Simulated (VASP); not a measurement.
# Pb (C2/m) in VASP: further runs

One crystal, Pb, is run at these levels: LDA; tasks: single point.

Program: VASP 6.6.1. These are calculated values, not measurements. Logs are shortened: lines on timing, memory, paths and dates and some standing lists are left out, and cuts for length are marked.

### Step 1. Starting point

The structure is monoclinic, space group C2/m (No. 12). Conventional cell: a = 6.077 Å, b = 3.501 Å, c = 6.452 Å, α = 90.00°, β = 109.14°, γ = 90.00°. Pb (site symmetry m) has 10 Pb at 3.34 to 3.51 Å as nearest neighbours.

This isn't the form of Pb at room conditions, which is fcc.

### Step 2. Single point, LDA

INCAR

```
SYSTEM = Pb
ADDGRID = .False. ; ALGO = Normal
EDIFF = 1E-6 ; ENCUT = 520
GGA = CA ; ISIF = 2
ISMEAR = 1 ; LASPH = .True.
LCHARG = .False. ; LREAL = .False.
LWAVE = .False. ; NELM = 100
PREC = Accurate ; SIGMA = 0.2
```

KPOINTS

```
k-points
0
Gamma
  10 10 5
  0 0 0
```

POSCAR

```
Pb
1.0
    3.0386068135     -1.7503199600      0.0000000000
    3.0386068135      1.7503199600      0.0000000000
   -2.1154626375      0.0000000000      6.0952248674
Pb
2
Direct
    0.9085084100      0.9085084100      0.7262922000
    0.0914915900      0.0914915900      0.2737078000
```

Potentials or basis: VASP PAW LDA potentials, release 64 (Pb_d).

The run is started by

```
> cat potpaw_LDA.64/Pb_d/POTCAR > POTCAR
> mpirun -np 1 vasp_std > vasp.out
```

OUTCAR:

```text
SYSTEM = Pb
   EDIFF = 1E-6
   ENCUT = 520
   GGA = CA
   ISIF = 2
   ISMEAR = 1
   LASPH = .True.
   LREAL = .False.
   NELM = 100
   PREC = Accurate

 Found    141 irreducible k-points:

 Following reciprocal coordinates:
            Coordinates               Weight
  0.000000  0.000000  0.000000      1.000000
  0.100000 -0.000000  0.000000      4.000000
  0.200000 -0.000000  0.000000      4.000000
  0.300000  0.000000 -0.000000      4.000000
  0.400000  0.000000 -0.000000      4.000000
  0.500000  0.000000 -0.000000      2.000000
   k-points           NKPTS =    141   k-points in BZ     NKDIM =    141   number of bands    NBANDS=     18
   number of dos      NEDOS =    301   number of ions     NIONS =      2
   total plane-waves  NPLWV =  37632
   dimension x,y,z NGX =    28 NGY =   28 NGZ =   48
   dimension x,y,z NGXF=    56 NGYF=   56 NGZF=   96
   ions per type =               2
   NGX,Y,Z   is equivalent  to a cutoff of  13.27, 13.27, 12.37 a.u.
   NGXF,Y,Z  is equivalent  to a cutoff of  26.55, 26.55, 24.74 a.u.
 SYSTEM =  Pb
   PREC   = accura    normal or accurate (medium, high low for compatibility)
   ISTART =      0    job   : 0-new  1-cont  2-samecut
   ICHARG =      2    charge: 1-file 2-atom 10-const
   ISPIN  =      1    spin polarized calculation?
   LNONCOLLINEAR =      F non collinear calculations
   LSORBIT =      F    spin-orbit coupling
   LASPH  =      T    aspherical Exc in radial PAW
   ENCUT  =  520.0 eV  38.22 Ry    6.18 a.u.   6.52  6.52 12.00*2*pi/ulx,y,z
   NELM   =    100;   NELMIN=  2; NELMDL= -5     # of ELM steps
   EDIFF  = 0.1E-05   stopping-criterion for ELM
   LREAL  =      F    real-space projection
   EDIFFG = 0.1E-04   stopping-criterion for IOM
   NSW    =      0    number of steps for IOM
   IBRION =     -1    ionic relax: 0-MD 1-quasi-New 2-CG
   NFREE  =      0    steps in history (QN), initial steepest desc. (CG)
   ISIF   =      2    stress and relaxation
   ISYM   =      2    0-nonsym 1-usesym 2-fastsym
   POTIM  = 0.5000    time-step for ionic-motion
   TEBEG  =    0.0;   TEEND  =   0.0 temperature during run
   PSTRESS=    0.0 pullay stress
   NELECT =      28.0000    total number of electrons
   NUPDOWN=      -1.0000    fix difference up-down
   EMIN   =  10.00;   EMAX   =-10.00  energy-range for DOS
   EFERMI =   0.00;   METHOD = LEGACY
   ISMEAR =     1;   SIGMA  =   0.20  broadening in eV -4-tet -1-fermi 0-gaus
   EFERMI_NEDOS =   21; number of points for ismear=-14 and -15
   IALGO  =     38    algorithm
   IMIX   =      4    mixing-type and parameters
     AMIX     =   0.40;   BMIX     =  1.00
     AMIX_MAG =   1.60;   BMIX_MAG =  1.00
  volume/ion in A,a.u.               =      32.42       218.77
  Fermi-wavevector in a.u.,A,eV,Ry     =   1.237438  2.338420 20.833975  1.531254
  Thomas-Fermi vector in A             =   2.372006
   LORBIT       =      0    0 simple, 1 ext, 2 COOP (PROOUT), +10 PAW based schemes
   GGA     = CA    functional components
   LHFCALC =     F    Hartree Fock is set to
   AEXX    =    0.0000 exact exchange contribution
   IVDW    =     0    specifies the selected vdW correction
   LEPSILON=     F    determine dielectric tensor
   LRPA    =     F    only Hartree local field effects (RPA)
 non-spin polarized calculation
 Methfessel and Paxton  Order N= 1 SIGMA  =   0.20
  energy-cutoff  :      520.00
  volume of cell :       64.84
 maximum number of plane-waves:      1773
 NGX is ok and might be reduce to    28
   NGX = 13   NGY = 13   NGZ = 23

 number of electron      27.9999996 magnetization

 Free energy of the ion-electron system (eV)
  ---------------------------------------------------
  ext. energy  EPLUGINS =         0.00000000
  ---------------------------------------------------
  free energy    TOTEN  =        -8.31034706 eV

  energy without entropy =       -8.30865789  energy(sigma->0) =       -8.30978400

 E-fermi :   6.2677     XC(G=0): -10.0942

 val. band max:        6.2497617090   @ k =  -0.2000   0.4000   0.2000
 cond. band min:       6.2808909666   @ k =  -0.4000   0.4000   0.4000
 fundamental gap:      0.0311292577
 Fermi energy:         6.2676600806

 k-point     1 :       0.0000    0.0000    0.0000
  band No.  band energies     occupation
      1     -10.8278      2.00000
      2     -10.7153      2.00000
      3     -10.7148      2.00000
      4     -10.7123      2.00000
      5     -10.7113      2.00000
      6     -10.6906      2.00000
[... 10 lines left out ...]
     17      12.6931      0.00000
     18      12.8072      0.00000

 k-point     2 :       0.1000   -0.0000    0.0000
  band No.  band energies     occupation
      1     -10.8190      2.00000
      2     -10.7267      2.00000
      3     -10.7174      2.00000
      4     -10.6947      2.00000
      5     -10.6910      2.00000
      6     -10.6645      2.00000
[... 10 lines left out ...]
     17      12.6643      0.00000
     18      12.6863      0.00000

 k-point     3 :       0.2000   -0.0000    0.0000
  band No.  band energies     occupation
      1     -10.8016      2.00000
      2     -10.7505      2.00000
      3     -10.7324      2.00000
      4     -10.6581      2.00000
      5     -10.6485      2.00000
      6     -10.6343      2.00000
[... 10 lines left out ...]
     17      11.9307      0.00000
     18      12.6320      0.00000

 k-point     4 :       0.3000    0.0000   -0.0000
  band No.  band energies     occupation
      1     -10.8071      2.00000
      2     -10.7695      2.00000
      3     -10.7443      2.00000
      4     -10.7089      2.00000
      5     -10.6337      2.00000
      6     -10.5690      2.00000
[... 10 lines left out ...]
     17      11.0688      0.00000
     18      12.1642      0.00000

 k-point     5 :       0.4000    0.0000   -0.0000
  band No.  band energies     occupation
      1     -10.8294      2.00000
      2     -10.7870      2.00000
      3     -10.7654      2.00000
      4     -10.7295      2.00000
      5     -10.6401      2.00000
      6     -10.5439      2.00000
[... 10 lines left out ...]
     17      10.4592      0.00000
     18      10.6518      0.00000

 k-point     6 :       0.5000    0.0000   -0.0000
  band No.  band energies     occupation
      1     -10.8394      2.00000
      2     -10.7956      2.00000
      3     -10.7793      2.00000
      4     -10.7303      2.00000
      5     -10.6436      2.00000
      6     -10.5411      2.00000
[... 10 lines left out ...]
     17       9.7095     -0.00000
     18      10.2430     -0.00000

 [... further k-points ...]

------------------------ aborting loop because EDIFF is reached ----------------------------------------

  FORCE on cell =-STRESS in cart. coord.  units (eV):
  Direction    XX          YY          ZZ          XY          YZ          ZX
  --------------------------------------------------------------------------------------
  -------------------------------------------------------------------------------------
  Total       -1.2376155     -1.1864906     -1.1650723      0.0000000      0.0000000      0.0181709
  in kB      -30.5833210    -29.3199494    -28.7906702      0.0000000      0.0000000      0.4490291
  external PRESSURE =     -29.5646469 kB  Pullay stress =       0.0000000 kB

 VOLUME and BASIS-vectors are now :
 -----------------------------------------------------------------------------
  energy-cutoff  :      520.00
  volume of cell :       64.84
      direct lattice vectors                 reciprocal lattice vectors
     3.038606813 -1.750319960  0.000000000     0.164549095 -0.285662057  0.057109864
     3.038606813  1.750319960  0.000000000     0.164549095  0.285662057  0.057109864
    -2.115462637  0.000000000  6.095224867     0.000000000  0.000000000  0.164062856

 POSITION                                       TOTAL-FORCE (eV/Angst)
 -----------------------------------------------------------------------------------
      3.98476      0.00000      4.42691         0.006280      0.000000     -0.049425
     -0.02300      0.00000      1.66831        -0.006280      0.000000      0.049425
 -----------------------------------------------------------------------------------
    total drift:                                0.000000      0.000000     -0.000000

  FREE ENERGIE OF THE ION-ELECTRON SYSTEM (eV)
  ---------------------------------------------------
  free  energy   TOTEN  =        -8.3103470599 eV

  energy  without entropy=       -8.3086578891  energy(sigma->0) =       -8.30978400
```

It took 41 s on 1 thread of Intel Xeon 6975P-C (Granite Rapids), shared host; peak memory 0.25 GiB.

The run converged, but some of its settings lie outside the range that counts as converged, so its numbers aren't taken as properties of the crystal.

What came out:

```
Free energy            : -8.3103 eV
Pressure               : -3.0 GPa
Largest force          : 0.050 eV/Å
Band gap on the k mesh : none (metal or under the smearing width)
```

### Step 3. Single point, LDA

INCAR is that of step 2.

KPOINTS is that of step 2.

POSCAR

```
Pb
1.0
    3.0386068135     -1.7503199600      0.0000000000
    3.0386068135      1.7503199600      0.0000000000
   -2.1154626375      0.0000000000      6.0952248674
Pb
2
Direct
    0.9226740000      0.9042520000      0.7213670000
    0.1042030000      0.0659440000      0.2801110000
```

Potentials or basis: VASP PAW LDA potentials, release 64 (Pb_d).

The run is started by

```
> cat potpaw_LDA.64/Pb_d/POTCAR > POTCAR
> mpirun -np 1 vasp_std > vasp.out
```

It took 77 s on 1 thread of Intel Xeon 6975P-C (Granite Rapids), shared host; peak memory 0.34 GiB.

The run converged, but some of its settings lie outside the range that counts as converged, so its numbers aren't taken as properties of the crystal.

Results:

```yaml
Free_energy: -8.3098 eV
Pressure: -2.5 GPa
Largest_force: 0.064 eV/Å
Band_gap_on_the_k_mesh: none (metal or under the smearing width)
```

### Step 4. Single point, LDA

Changes to INCAR since step 3:

```diff
@@ -2,3 +2,3 @@
 ADDGRID = .False. ; ALGO = Normal
-EDIFF = 1E-6 ; ENCUT = 520
+EDIFF = 1E-6 ; ENCUT = 220
 GGA = CA ; ISIF = 2
```

KPOINTS

```
k-points
0
Gamma
  16 16 8
  0 0 0
```

POSCAR

```
Pb
1.0
    3.0386068135     -1.7503199600      0.0000000000
    3.0386068135      1.7503199600      0.0000000000
   -2.1154626375      0.0000000000      6.0952248674
Pb
2
Direct
    0.9085084100      0.9085084100      0.7262922000
    0.0914915900      0.0914915900      0.2737078000
```

The run is started by

```
> cat potpaw_LDA.64/Pb_d/POTCAR > POTCAR
> mpirun -np 1 vasp_std > vasp.out
```

Run time: 47 s. Hardware: 1 thread of Intel Xeon 6975P-C (Granite Rapids), shared host; peak memory 0.24 GiB.

The run converged, but a check on its numbers failed (symmetry, net force, bounds or a known fault of this set-up), so they aren't taken as properties of the crystal.

Caveat: the cutoff lies under the usual one of these potentials, so the numbers hold a large basis-set error.

### Step 5. The reference run

An earlier run on the cell as given: functional PBE; potentials or basis VASP PAW PBE potentials, release 64 (Pb_d); cutoff 520 eV; k mesh 9 × 9 × 5; occupations fermi-dirac, width 0.05 eV; no spin polarisation.

* Pressure: 0.7 GPa
* Largest force: 0.079 eV/Å
* Band gap on the k mesh: none (metal or under the smearing width)
